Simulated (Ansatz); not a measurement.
# CaS (rocksalt): zero-pressure volume and bulk modulus with PBE + D3(BJ), part 2 of 2

What volume and stiffness does PBE + D3(BJ) give for CaS (rocksalt)?

Ansatz 0.2.0; DFT PBE + D3(BJ), scalar-relativistic, plane waves, PAW. The steps go on from the part before.

### Step 5. Volume × 0.98 of the new zero

input.yaml

```yaml
crystal:
  lattice:
    - [0.0, 2.7981421586, 2.7981421586]
    - [2.7981421586, 0.0, 2.7981421586]
    - [2.7981421586, 2.7981421586, 0.0]
  atoms:
    - { symbol: Ca, position: [0.5, 0.5, 0.5] }
    - { symbol: S, position: [0.0, 0.0, 0.0] }
basis:
  ecutwfc: 420
  ecutrho_ratio: 4
kpoints:
  mp_grid: { grid: [8, 8, 8] }
hamiltonian:
  xc: pbe
  dispersion: d3bj
scf:
  occupations: { method: gaussian, width: 0.05 }
output:
  forces: true
  stress: true
  eigenvalues: true
```

On the command line:

```bash
$ ansatz run input.yaml --threads 4 --pin off --max-ram 8192MiB --backend cpu --events-out ev --progress --plain --runs-dir out
```

Standard output, shortened:

```text
Warning: RAYON_NUM_THREADS=4 ignored (pool sized by the plan → 4); use --threads N
[...]
Pseudopotentials: kind: paw
Pseudopotential: Ca, paw, valence charge 10, recommended cutoff 420 eV (normal), Ca.paw.azcp
Pseudopotential: S, paw, valence charge 6, recommended cutoff 420 eV (normal), S.paw.azcp
Functional definition: PBE
[...]
Crystal: 2 atoms, lattice volume = 43.817 Å³
Basis set: ecut = 420 eV, 869 PW (Γ), exchange–correlation on 54×54×54 points (8 copies of the dense FFT grid, shifted against one another)
Bands: 12, of which v1, the nominal top of the filled ones, is band 8 counted from 1 (7 counted from 0)
Symmetry: 48 space group operations
Space group: Fm-3m (ITA 225), of the structure as read, at distance tolerance 3.5e-5 Å
k-points: 29 of 512
[...]
SCF iter   1: F=—  HF=-2723.936354 eV  |F-HF|=—  |Δ(HF+E_count)|=         —  Δρ=3.74e-4  dr2=2.54e-5  ethr=1.77e-3  ⟨swp⟩=7.3  Hψ=2467  notcnv=0
[...]
SCF iter   6: F=-2723.936035 eV  HF=-2723.936035 eV  |F-HF|=3.68e-8  |Δ(HF+E_count)|=   2.15e-8  Δρ=7.97e-6  dr2=4.57e-8  ethr=6.25e-10  ⟨swp⟩=4.1  Hψ=1077  notcnv=0
[...]
SCF converged after 6 iterations
Free energy (F): -2723.936035 eV
[...]
E sigma→0 (E₀):  -2723.936035 eV
Fermi energy:    7.645085 eV
[...]
--- Forces (eV/Å), atoms counted from 1 ---
  atom   1  Ca     0.00000000    -0.00000000     0.00000000
  atom   2  S     -0.00000000    -0.00000000    -0.00000000
[...]
--- Stress (GPa, compression-positive) ---
        1.301317       0.000000       0.000000
        0.000000       1.301317       0.000000
       -0.000000       0.000000       1.301317
  P = ⅓ Tr σ = 1.3013 GPa (13.013 kbar)
--- Band table (eV; the first three rows and the last of 29) ---
  k-point 0: bands = ["-32.5045", "-13.4902", "-13.4902", "-13.4902", "-4.9704", "6.5274", "6.5274", "6.5274", "10.6768", "10.6768", "10.6768", "11.0206"]
[...]
```

Wall time 0.61 s (4 threads of Arm Neoverse N1, shared host); peak memory 0.28 GiB.

This gives: volume 21.908 Å³/atom, pressure 1.30 GPa, mesh gap 2.24 eV.

### Step 6. Volume × 1.02 of the new zero

Edit input.yaml of step 5 so:

```diff
@@ -2,5 +2,5 @@
   lattice:
-    - [0.0, 2.7981421586, 2.7981421586]
-    - [2.7981421586, 0.0, 2.7981421586]
-    - [2.7981421586, 2.7981421586, 0.0]
+    - [0.0, 2.8357055961, 2.8357055961]
+    - [2.8357055961, 0.0, 2.8357055961]
+    - [2.8357055961, 2.8357055961, 0.0]
   atoms:
```

On the command line:

```bash
$ ansatz run input.yaml --threads 4 --pin off --max-ram 8192MiB --backend cpu --events-out ev --progress --plain --runs-dir out
```

Standard output:

```text
Warning: RAYON_NUM_THREADS=4 ignored (pool sized by the plan → 4); use --threads N
[... 9 set-up lines as earlier in the session ...]
Crystal: 2 atoms, lattice volume = 45.605 Å³
Basis set: ecut = 420 eV, 893 PW (Γ), exchange–correlation on 54×54×54 points (8 copies of the dense FFT grid, shifted against one another)
Bands: 12, of which v1, the nominal top of the filled ones, is band 8 counted from 1 (7 counted from 0)
[... 2 set-up lines as earlier in the session ...]
k-points: 29 of 512
[... 8 set-up lines as earlier in the session ...]
SCF iter   1: F=—  HF=-2723.936523 eV  |F-HF|=—  |Δ(HF+E_count)|=         —  Δρ=3.88e-4  dr2=4.01e-5  ethr=1.77e-3  ⟨swp⟩=6.8  Hψ=2420  notcnv=0
preconditioner: auto → none  [insulator: Δε(μ)=2.329 eV  Ē_g=16.343 eV  σ=0.050 eV  W_gap=1.00  n_scr=14 (ndim 8)  ℏωp=20.6 eV  f_vac=0.000  D(μ)=0.00/eV (n_scr^D=0)  ε∞_Penn≈2.6]
SCF iter   2: F=—  HF=-2723.936226 eV  |F-HF|=—  |Δ(HF+E_count)|=   2.97e-4  Δρ=3.71e-4  dr2=1.09e-4  ethr=2.51e-7  ⟨swp⟩=3.1  Hψ=905  notcnv=0
SCF iter   3: F=—  HF=-2723.936207 eV  |F-HF|=—  |Δ(HF+E_count)|=   1.83e-5  Δρ=1.42e-4  dr2=1.12e-5  ethr=2.51e-7  ⟨swp⟩=2.0  Hψ=466  notcnv=0
SCF iter   4: F=—  HF=-2723.936224 eV  |F-HF|=—  |Δ(HF+E_count)|=   1.65e-5  Δρ=4.10e-5  dr2=9.59e-7  ethr=6.99e-8  ⟨swp⟩=2.0  Hψ=544  notcnv=0
SCF iter   5: F=—  HF=-2723.936224 eV  |F-HF|=—  |Δ(HF+E_count)|=   4.13e-7  Δρ=2.14e-5  dr2=3.29e-7  ethr=6.00e-9  ⟨swp⟩=2.8  Hψ=586  notcnv=0
SCF iter   6: F=-2723.936224 eV  HF=-2723.936224 eV  |F-HF|=7.32e-8  |Δ(HF+E_count)|=   5.81e-8  Δρ=1.07e-5  dr2=8.81e-8  ethr=6.25e-10  ⟨swp⟩=3.0  Hψ=1188  notcnv=0
the search or the solves at the SCF's close seem to have found levels that the self-consistency loop had missed (the run counts 1). By its estimate they hold under 1e-12 electrons; where the run keeps them, the occupations were computed again with them
SCF 1 converged in 6 iterations: F = -2723.936224 eV  dr2 = 8.81e-8
SCF converged after 6 iterations
Free energy (F): -2723.936224 eV
Harris-Foulkes:  -2723.936224 eV  (|F-HF|=7.32e-8)
Internal energy: -2723.936224 eV  (E = F + TS)
E sigma→0 (E₀):  -2723.936224 eV
Fermi energy:    7.265365 eV
--- Per-component energies (eV) ---
  E_band       = -132.421794
  E_kinetic    = 386.943101
  E_local      = -818.337310  (includes V_loc(G=0)·N_el)
  E_nonlocal   = 91.715067
  E_hartree    = 268.888230
  E_xc         = -236.186258
  E_vxc        = -261.043666  (∫ρ·V_xc dr)
  E_paw        = -1458.690073  (= ΣΔE_a)
  E_vpaw       = -69.478050  (= ΣTr[D̂ρ^β])
  E_aug_tail   = -0.000005  (compensation charges beyond the density's cutoff)
  E_ewald      = -957.591023
  E_disp       = -0.677954  (pairwise vdW)
  E_smearing   = -0.000000  (= −TS)
  E_closure    = -0.000000  (closes the sum)
  Σ components = -2723.936224   (vs F -2723.936224, Δ=0.00e0)
--- Forces (eV/Å), atoms counted from 1 ---
  atom   1  Ca     0.00000000    -0.00000000    -0.00000000
  atom   2  S     -0.00000000     0.00000000     0.00000000
  max |Σ_I F_I| component: 2.65e-29 eV/Å
--- Stress (GPa, compression-positive) ---
       -1.182886      -0.000000      -0.000000
       -0.000000      -1.182886       0.000000
       -0.000000      -0.000000      -1.182886
  P = ⅓ Tr σ = -1.1829 GPa (-11.829 kbar)
--- Band table (eV; the first three rows and the last of 29) ---
  k-point 0: bands = ["-33.0690", "-14.0495", "-14.0495", "-14.0495", "-5.2626", "6.0983", "6.0983", "6.0983", "10.2607", "10.2607", "10.2607", "10.3314"]
  k-point 1: bands = ["-33.0672", "-14.0760", "-14.0515", "-14.0515", "-5.1521", "5.4324", "5.8686", "5.8686", "10.2663", "10.4922", "10.4922", "11.0967"]
  k-point 2: bands = ["-33.0630", "-14.1389", "-14.0563", "-14.0563", "-4.8714", "4.2555", "5.4175", "5.4175", "10.3945", "11.0797", "11.0797", "12.3073"]
  k-point 28: bands = ["-33.0531", "-14.1392", "-14.1392", "-14.1111", "-4.5057", "4.2962", "4.2962", "4.5281", "10.9362", "10.9362", "12.1289", "12.5730"]
```

Run time: 0.75 s. Hardware: 4 threads of Arm Neoverse N1, shared host; peak memory 0.29 GiB.

Read off: volume 22.803 Å³/atom, pressure -1.18 GPa, gap on the mesh 2.33 eV.

### Step 7. Volume × 0.96 of the new zero

Edit input.yaml of step 6 so:

```diff
@@ -2,5 +2,5 @@
   lattice:
-    - [0.0, 2.8357055961, 2.8357055961]
-    - [2.8357055961, 0.0, 2.8357055961]
-    - [2.8357055961, 2.8357055961, 0.0]
+    - [0.0, 2.7789761999, 2.7789761999]
+    - [2.7789761999, 0.0, 2.7789761999]
+    - [2.7789761999, 2.7789761999, 0.0]
   atoms:
```

On the command line:

```bash
$ ansatz run input.yaml --threads 4 --pin off --max-ram 8192MiB --backend cpu --events-out ev --progress --plain --runs-dir out
```

Standard output, shortened:

```text
Warning: RAYON_NUM_THREADS=4 ignored (pool sized by the plan → 4); use --threads N
[...]
[... 4 set-up lines as earlier in the session ...]
[...]
Crystal: 2 atoms, lattice volume = 42.922 Å³
Basis set: ecut = 420 eV, 869 PW (Γ), exchange–correlation on 54×54×54 points (8 copies of the dense FFT grid, shifted against one another)
Bands: 12, of which v1, the nominal top of the filled ones, is band 8 counted from 1 (7 counted from 0)
[... 2 set-up lines as earlier in the session ...]
k-points: 29 of 512
[...]
SCF iter   1: F=—  HF=-2723.925260 eV  |F-HF|=—  |Δ(HF+E_count)|=         —  Δρ=3.83e-4  dr2=2.42e-5  ethr=1.77e-3  ⟨swp⟩=7.2  Hψ=2464  notcnv=0
[...]
SCF iter   6: F=-2723.924805 eV  HF=-2723.924805 eV  |F-HF|=5.25e-8  |Δ(HF+E_count)|=   1.44e-8  Δρ=9.43e-6  dr2=6.34e-8  ethr=6.25e-10  ⟨swp⟩=3.0  Hψ=1206  notcnv=0
[...]
SCF converged after 6 iterations
Free energy (F): -2723.924805 eV
[...]
E sigma→0 (E₀):  -2723.924805 eV
Fermi energy:    7.846113 eV
[...]
--- Forces (eV/Å), atoms counted from 1 ---
  atom   1  Ca     0.00000000    -0.00000000     0.00000000
  atom   2  S     -0.00000000     0.00000000    -0.00000000
[...]
--- Stress (GPa, compression-positive) ---
        2.748121       0.000000       0.000000
       -0.000000       2.748121       0.000000
        0.000000       0.000000       2.748121
  P = ⅓ Tr σ = 2.7481 GPa (27.481 kbar)
--- Band table (eV; the first three rows and the last of 29) ---
  k-point 0: bands = ["-32.2081", "-13.1965", "-13.1965", "-13.1965", "-4.8149", "6.7562", "6.7562", "6.7562", "10.8949", "10.8949", "10.8949", "11.3880"]
[...]
```

Run time: 0.62 s. Hardware: 4 threads of Arm Neoverse N1, shared host; peak memory 0.29 GiB.

Read off: volume 21.461 Å³/atom, pressure 2.75 GPa, gap on the mesh 2.18 eV.

### Step 8. Volume × 1.04 of the new zero

Edit input.yaml of step 7 so:

```diff
@@ -2,5 +2,5 @@
   lattice:
-    - [0.0, 2.7789761999, 2.7789761999]
-    - [2.7789761999, 0.0, 2.7789761999]
-    - [2.7789761999, 2.7789761999, 0.0]
+    - [0.0, 2.8541197848, 2.8541197848]
+    - [2.8541197848, 0.0, 2.8541197848]
+    - [2.8541197848, 2.8541197848, 0.0]
   atoms:
```

On the command line:

```bash
$ ansatz run input.yaml --threads 4 --pin off --max-ram 8192MiB --backend cpu --events-out ev --progress --plain --runs-dir out
```

Standard output, shortened:

```text
Warning: RAYON_NUM_THREADS=4 ignored (pool sized by the plan → 4); use --threads N
[...]
[... 4 set-up lines as earlier in the session ...]
[...]
Crystal: 2 atoms, lattice volume = 46.499 Å³
Basis set: ecut = 420 eV, 893 PW (Γ), exchange–correlation on 54×54×54 points (8 copies of the dense FFT grid, shifted against one another)
Bands: 12, of which v1, the nominal top of the filled ones, is band 8 counted from 1 (7 counted from 0)
[... 2 set-up lines as earlier in the session ...]
k-points: 29 of 512
[...]
SCF iter   1: F=—  HF=-2723.926759 eV  |F-HF|=—  |Δ(HF+E_count)|=         —  Δρ=3.97e-4  dr2=4.76e-5  ethr=1.77e-3  ⟨swp⟩=7.0  Hψ=2451  notcnv=0
[...]
SCF iter   6: F=-2723.926600 eV  HF=-2723.926600 eV  |F-HF|=3.89e-8  |Δ(HF+E_count)|=   3.05e-8  Δρ=7.95e-6  dr2=4.83e-8  ethr=6.25e-10  ⟨swp⟩=4.1  Hψ=1059  notcnv=0
[...]
SCF converged after 6 iterations
Free energy (F): -2723.926600 eV
[...]
E sigma→0 (E₀):  -2723.926600 eV
Fermi energy:    7.085844 eV
[...]
--- Forces (eV/Å), atoms counted from 1 ---
  atom   1  Ca     0.00000000    -0.00000000     0.00000000
  atom   2  S     -0.00000000    -0.00000000     0.00000000
[...]
--- Stress (GPa, compression-positive) ---
       -2.246947      -0.000000       0.000000
       -0.000000      -2.246947      -0.000000
       -0.000000       0.000000      -2.246947
  P = ⅓ Tr σ = -2.2469 GPa (-22.469 kbar)
--- Band table (eV; the first three rows and the last of 29) ---
  k-point 0: bands = ["-33.3384", "-14.3162", "-14.3162", "-14.3162", "-5.4000", "5.8970", "5.8970", "5.8970", "10.0078", "10.0619", "10.0619", "10.0619"]
[...]
```

Wall time 0.65 s (4 threads of Arm Neoverse N1, shared host); peak memory 0.29 GiB.

This gives: volume 23.250 Å³/atom, pressure -2.25 GPa, gap on the mesh 2.38 eV.

### Step 9. Energy and pressure against volume

Energies have the smearing extrapolated to zero and count from the lowest point.

```tsv
volume (Å³/atom)	energy (meV/atom)	pressure (GPa)
21.461	7.39	2.75
21.908	1.78	1.30
22.355	0.00	0.00
22.803	1.68	-1.18
23.250	6.50	-2.25
```

volume (Å³/atom), energy (meV/atom) and a bar:
```
    21.46        7.4 ##############################
    21.91        1.8 #######
    22.36        0.0 
    22.80        1.7 #######
    23.25        6.5 ##########################
```

### Step 10. What came out

What follows sums up all 2 parts.

| quantity | value |
| --- | --- |
| V0 | 22.354 Å³/atom |
| B0 | 62 GPa |
| gap on the mesh | 2.29 eV |
| dispersion energy | -346 meV/atom |
| time in all | 4.5 s |

PBE + D3(BJ) puts the minimum at 22.35 Å³/atom, -2.7 % from the cell given, which stood at 0.8 GPa under PBE, with a bulk modulus of 62 GPa.
